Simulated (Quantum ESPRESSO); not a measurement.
**C in Quantum ESPRESSO: the effect of functional**

C:

```
C
1.0
     0.00000    1.78337    1.78337
     1.78337    0.00000    1.78337
     1.78337    1.78337    0.00000
C
2
Cartesian
  2.6751 2.6751 2.6751
  1.7834 1.7834 1.7834
```

This isn't the form of C at room conditions, which is graphite.

Alike in all runs:

- Program: Quantum ESPRESSO 7.5
- Task: band structure
- Potentials or basis: SG15 PBE 1.2
- Cutoff: 1197 eV
- Density cutoff: 4789 eV
- k mesh: 10 × 10 × 10
- Occupations: fermi-dirac, width 0.05 eV
- Spin: no spin polarisation

| functional | gap on the mesh (eV) | pressure (GPa) |
| --- | --- | --- |
| r2SCAN | 4.30 | -2.4 |
| SCAN | ? | ? |
| TPSS | 4.29 | 1.8 |

**Question.** What does the run with functional SCAN give?

**Answer.** gap on the mesh 4.51 eV; pressure -4.1 GPa.

Caveats: the potentials were made for another functional, which shifts forces and pressure.

A k mesh can miss the band edges.
